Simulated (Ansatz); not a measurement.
# MnO2 (P6_3/mmc) in Ansatz: relaxation of cell and atoms with PBEsol

Aim: the relaxation of cell and atoms of MnO2 with PBEsol.

Program: Ansatz 0.2.0. These are calculated values, not measurements. Logs are shortened: lines on timing, memory, paths and dates and some standing lists are left out, and cuts for length are marked.

## 1. Starting point

The structure is hexagonal, space group P6_3/mmc (No. 194). The conventional cell has a = 2.855 Å, b = 2.855 Å, c = 10.222 Å, α = 90.00°, β = 90.00°, γ = 120.00°. Mn (site symmetry -3m) has 6 O at 1.90 Å as nearest neighbours. O (site symmetry 3m) has 3 Mn at 1.90 Å as nearest neighbours.

Measurements of this composition are mostly on another form, of space group No. 136.

## 2. Relaxation of cell and atoms, PBEsol, collinear spin, ferromagnetic start

File input.yaml:

```yaml
crystal:
  lattice:
    - [2.8549554371, 0.0, 0.0]
    - [-1.4274777185, 2.4724639352, 0.0]
    - [0.0, 0.0, 10.2217427273]
  atoms:
    - { symbol: Mn, position: [0.0, 0.0, 0.5], spin: 4.0 }
    - { symbol: Mn, position: [0.0, 0.0, 0.0], spin: 4.0 }
    - { symbol: O, position: [0.6666666667, 0.3333333333, 0.40685645] }
    - { symbol: O, position: [0.6666666667, 0.3333333333, 0.09314355] }
    - { symbol: O, position: [0.3333333333, 0.6666666667, 0.59314355] }
    - { symbol: O, position: [0.3333333333, 0.6666666667, 0.90685645] }
hamiltonian:
  xc: pbesol
  pseudopotentials: { kind: paw }
magnetization:
  spin_polarized: true
kpoints:
  mp_grid: { grid: [11, 11, 3] }
scf:
  occupations: { method: fermi_dirac, width: 0.05 }
output:
  forces: true
  stress: true
  eigenvalues: true
  write_density: true
  write_potential: true
  elf: true
  volumetric_format: npy
relax:
  f_tol: 0.01
  max_steps: 40
  cell: { stress_tol: 0.05 }
```

Potentials or basis: Ansatz PAW.

Command:

```bash
ansatz run input.yaml --threads 2 --pin off --max-ram 5632MiB --backend cpu --events-out ev --progress --plain --runs-dir out
```

The program printed:

```text
Warning: RAYON_NUM_THREADS=2 ignored (pool sized by the plan → 2); use --threads N
Engine: ansatz 0.2.0, x86_64-unknown-linux-gnu
Pseudopotentials: kind: paw
Pseudopotential: Mn, paw, valence charge 15, recommended cutoff 420 eV (normal), Mn.paw.azcp
Pseudopotential: O, paw, valence charge 6, recommended cutoff 420 eV (normal), O.paw.azcp
Functional definition: PBEsol
  exchange = pbesol_x
  correlation = pbesol_c
Crystal: 6 atoms, lattice volume = 72.153 Å³
Basis set: ecut = 420 eV, 1427 PW (Γ), exchange–correlation on 40×40×144 points (8 copies of the dense FFT grid, shifted against one another)
Bands: 38, of which v1, the nominal top of the filled ones, is band 27 counted from 1 (26 counted from 0)
Symmetry: 24 space group operations
Space group: P63/mmc (ITA 194), of the structure as read, at distance tolerance 4.2e-5 Å
Magnetic group: BNS 194.263 (UNI 1493), of the structure as read, at distance tolerance 4.2e-5 Å
k-points: 32 of 363
Non-local potential: Mn, projectors of the file, l = 0: 3, l = 1: 2, l = 2: 3, l = 3: 1
Non-local potential: O, projectors of the file, l = 0: 2, l = 1: 2, l = 2: 1
PAW form: soft (Blöchl's): semilocal exchange-correlation on the pseudo side does not see the compensation charge
PAW frozen core: Mn, regenerated for the run's functional, and the local potential with it (the file was generated under x = pbe(κ = 0.804, μ = 0.2195149727645171), c = pbe(β = 0.06672455060314922))
PAW frozen core: O, regenerated for the run's functional, and the local potential with it (the file was generated under x = pbe(κ = 0.804, μ = 0.2195149727645171), c = pbe(β = 0.06672455060314922))
PAW one-centre angular grid: Mn, 590 points (default); XC on 64 Gauss nodes
PAW one-centre angular grid: O, 110 points (default); XC on 64 Gauss nodes
Initial density: superposition of atomic densities (chi_scale 0.1, normalization cell, long waves kept (reshape's long-wave potential 0.21 eV rms))
Starting moments: Σ|m| = 8 μB on 2 of 6 sites
Initial wavefunctions: pseudopotential atomic-orbital guess
Functional: x = pbesol(κ = 0.804, μ = 0.12345679012345678), c = pbesol(β = 0.046)
SCF iter   1: F=—  HF=-9979.449962 eV  |F-HF|=—  |Δ(HF+E_count)|=         —  Δρ=5.82e-2 (↑5.11e-2 ↓5.82e-2)  dr2=6.87e0  dr2_m=6.38e-1  M=6.000 μB ∫|m|=7.009 μB  β_m=0.30  ethr=3.10e-3  ⟨swp⟩=6.8  Hψ=10214  notcnv=0
Mixer restart at iter 1: flushing history
preconditioner: auto → none  [insulator: Δε(μ)=1.312 eV  Ē_g=12.491 eV  σ=0.050 eV  W_gap=1.00  n_scr=14 (ndim 8)  ℏωp=26.9 eV  f_vac=0.193  D(μ)=0.00/eV (n_scr^D=0)  ε∞_Penn≈5.7]
SCF iter   2: F=—  HF=-9980.459609 eV  |F-HF|=—  |Δ(HF+E_count)|=    1.01e0  Δρ=4.88e-2 (↑4.88e-2 ↓2.66e-2)  dr2=9.65e-1  dr2_m=6.39e-1  M=6.000 μB ∫|m|=6.676 μB  β_m=0.30  ethr=3.10e-3  ⟨swp⟩=3.0  Hψ=5513  notcnv=0  defer=180
SCF iter   3: F=—  HF=-9980.044823 eV  |F-HF|=—  |Δ(HF+E_count)|=   4.15e-1  Δρ=2.60e-2 (↑2.60e-2 ↓2.48e-2)  dr2=3.00e-1  dr2_m=3.09e-1  M=6.000 μB ∫|m|=6.619 μB  β_m=0.45  ethr=1.79e-3  ⟨swp⟩=2.8  Hψ=4078  notcnv=0  defer=179
[... 342 lines left out ...]
E sigma→0 (E₀):  -9980.707554 eV
Entropy (-TS):   -0.000017 eV (-0.003 meV/atom)
Fermi energy:    5.728173 eV
--- Per-component energies (eV) ---
  E_band       = -862.610972
  E_kinetic    = 1297.639677
  E_local      = -9454.812054  (includes V_loc(G=0)·N_el)
  E_nonlocal   = 670.811174
  E_hartree    = 4001.573753
  E_xc         = -515.933943
  E_vxc        = -662.452048  (∫ρ·V_xc dr)
  E_paw        = -3138.652820  (= ΣΔE_a)
  E_vpaw       = -716.954544  (= ΣTr[D̂ρ^β])
  E_aug_tail   = 0.009495  (compensation charges beyond the density's cutoff)
  E_ewald      = -2841.823280
  E_core_change = 0.480452  (= ΣΔE_core)
  E_smearing   = -0.000017  (= −TS)
  E_closure    = 0.000000  (closes the sum)
  Σ components = -9980.707562   (vs F -9980.707562, Δ=0.00e0)
--- Forces (eV/Å), atoms counted from 1 ---
  atom   1  Mn    -0.00000000    -0.00000000     0.00000000
  atom   2  Mn    -0.00000000    -0.00000000     0.00000000
  atom   3  O      0.00000000     0.00000000     0.00009258
  atom   4  O      0.00000000     0.00000000    -0.00009258
  atom   5  O     -0.00000000    -0.00000000    -0.00009258
  atom   6  O     -0.00000000    -0.00000000     0.00009258
  max |Σ_I F_I| component: 1.85e-17 eV/Å
--- Stress (GPa, compression-positive) ---
        0.001838       0.000000       0.000000
       -0.000000       0.001838       0.000000
        0.000000       0.000000       0.041823
  P = ⅓ Tr σ = 0.0152 GPa (0.152 kbar)
--- Band table (eV; the first three rows and the last of 64) ---
  k-point 0 ↑: bands = ["-75.9574", "-75.9574", "-44.7329", "-44.7329", "-44.7313", "-44.7313", "-44.7313", "-44.7313", "-14.3044", "-14.2927", "-12.0737", "-12.0511", "-0.8422", "-0.7072", "-0.7072", "-0.7059", "-0.7059", "-0.6899", "2.9933", "2.9933", "2.9936", "2.9936", "3.2205", "3.6094", "3.8613", "3.8613", "3.8670", "3.8670", "5.1328", "5.2595", "8.3050", "8.3050", "8.3111", "8.3111", "11.9420", "13.3872", "13.9996", "15.4138"]
  k-point 1 ↑: bands = ["-75.9574", "-75.9574", "-44.7329", "-44.7329", "-44.7313", "-44.7313", "-44.7313", "-44.7313", "-14.3015", "-14.2956", "-12.0680", "-12.0567", "-0.8055", "-0.7294", "-0.7069", "-0.7069", "-0.7062", "-0.7062", "2.9934", "2.9934", "2.9935", "2.9935", "3.3138", "3.5072", "3.8625", "3.8625", "3.8657", "3.8657", "5.1704", "5.2330", "8.3066", "8.3066", "8.3097", "8.3097", "12.1658", "12.7699", "14.6356", "15.2260"]
  k-point 2 ↑: bands = ["-75.9557", "-75.9557", "-44.7457", "-44.7457", "-44.7345", "-44.7345", "-44.7305", "-44.7305", "-14.1936", "-14.1820", "-12.1008", "-12.0795", "-0.7812", "-0.7624", "-0.7129", "-0.6173", "-0.6159", "-0.5679", "2.5266", "2.5342", "2.6736", "2.6754", "3.4445", "3.7492", "3.8720", "3.9264", "4.1283", "4.1335", "5.1663", "5.2986", "8.0095", "8.0378", "8.2383", "8.2447", "12.2664", "13.5870", "14.3674", "15.8083"]
  k-point 31 ↓: bands = ["-72.7798", "-72.7798", "-41.8644", "-41.8644", "-41.8226", "-41.8226", "-41.5065", "-41.5065", "-12.3361", "-12.3320", "-12.3118", "-12.3077", "-0.2054", "-0.1918", "0.0003", "0.0113", "0.7678", "0.7804", "2.1759", "2.2102", "2.4513", "2.5007", "2.7731", "2.8128", "6.5159", "6.5224", "7.2419", "7.2558", "7.3886", "7.4053", "9.0298", "9.0311", "9.0498", "9.0535", "18.1552", "18.3526", "18.7477", "18.9285"]
--- Relaxed structure (17 steps of the walk, 16 accepted, 8 SCFs on fresh bases) ---
  F+E_penalty+E_count = -9980.70756243 eV   max|allowed force component| = 9.258e-5 eV/Å   (the final SCF, on the basis selected at the relaxed cell)
  cell:  # Å, volume = 77.8232 Å³
    - [2.839859642174234, -2.87147486799349e-11, 0.0]
    - [-1.4199298210622489, 2.4593905933194296, 0.0]
    - [0.0, 0.0, 11.142553990872505]
  atoms:
    - { symbol: Mn, position: [1.9626699548365503e-35, -7.140396967147832e-34, 0.5] }
    - { symbol: Mn, position: [-1.5010594461469074e-33, 9.217588383273961e-34, -2.4749253983630898e-20] }
    - { symbol: O, position: [0.6666666666666666, 0.33333333333333337, 0.4147376064555934] }
    - { symbol: O, position: [0.6666666666666666, 0.33333333333333337, 0.08526239354440648] }
    - { symbol: O, position: [0.33333333333333326, 0.6666666666666666, 0.5852623935444065] }
    - { symbol: O, position: [0.33333333333333326, 0.6666666666666666, 0.9147376064555937] }
```

Run time: 81 s. Hardware: 2 threads of Intel Xeon 6975P-C (Granite Rapids), shared host; peak memory 0.51 GiB.

Results:

```
Free energy                            : -9980.7076 eV
Relaxed volume                         : 12.97 Å³/atom
Relaxed cell                           : a = 2.840 Å, b = 2.840 Å, c = 11.143 Å, α = 90.00°, β = 90.00°, γ = 120.00°
Space group after relaxing (to 0.05 Å) : P6_3/mmc (No. 194)
Energy gained by relaxing              : 2.9 meV/atom
Ionic steps                            : 24
Pressure after relaxing                : 0.0 GPa
Band gap on the k mesh                 : 0.82 eV, indirect (least direct gap 0.86 eV)
Net moment                             : 6.00 μB per cell
Absolute moment                        : 6.06 μB per cell
Site moments                           : Mn +2.47; O +0.06 μB
```

The path:
```
step  energy change (eV)  largest force (eV/Å)  volume (Å³)
   1              0.0000                0.1901        72.15
   2             -0.0057                0.0955        72.74
   3             -0.0065                0.0064        73.02
   4             -0.0069                0.0001        72.93
   5             -0.0123                0.0000        72.93
   6             -0.0095                0.0057        73.77
   7             -0.0069                0.0016        74.31
   8             -0.0148                0.0021        74.31
   9             -0.0117                0.0005        75.09
  10             -0.0101                0.0061        75.40
  11             -0.0159                0.0057        75.40
  12             -0.0132                0.0006        76.05
  13             -0.0122                0.0006        76.24
  14             -0.0167                0.0008        76.24
  15             -0.0148                0.0004        76.70
  16             -0.0169                0.0004        76.70
  17             -0.0156                0.0005        76.99
  18             -0.0149                0.0005        77.15
  19             -0.0171                0.0007        77.15
  20             -0.0155                0.0008        77.50
  21             -0.0173                0.0008        77.50
  22             -0.0168                0.0008        77.62
  23             -0.0159                0.0002        77.82
  24             -0.0174                0.0001        77.82
```

Final structure:
```
Mn O
1.0
     2.83986    0.00000    0.00000
    -1.41993    2.45939    0.00000
     0.00000    0.00000   11.14255
Mn O
2 4
Direct
  0.00000 0.00000 0.50000
  0.00000 0.00000 0.00000
  0.66667 0.33333 0.41474
  0.66667 0.33333 0.08526
  0.33333 0.66667 0.58526
  0.33333 0.66667 0.91474
```

Levels at points of the mesh, in eV from the valence-band top:
Spin up:
| k point | band 26 | band 27 | band 28 | band 29 | band 30 | band 31 | band 32 | band 33 | band 34 | band 35 |
| --- | --- | --- | --- | --- | --- | --- | --- | --- | --- | --- |
| (0.00, 0.00, 0.00) | -1.44 | -1.43 | -1.43 | -0.17 | -0.04 | 3.01 | 3.01 | 3.01 | 3.01 | 6.64 |
Spin down:
```csv
k point,band 22,band 23,band 24,band 25,band 26,band 27
"(0.00, 0.00, 0.00)",-1.34,-1.33,-1.33,0.82,0.82,0.82
```

Caveat: odd divisions of the mesh miss points on the zone boundary, where band edges often lie, so the gap on the mesh can be too wide; the plane-wave basis is chosen anew once the cell has moved, so the energies of steps on either side of that aren't comparable; the pressure holds a Pulay correction of +0.7 GPa for the finite cutoff; only a ferromagnetic start was run, and an antiferromagnetic order may lie lower in energy; the PAW data sets come from PBE, with cores solved anew for the run's functional, which leaves a small shift of forces and pressure.
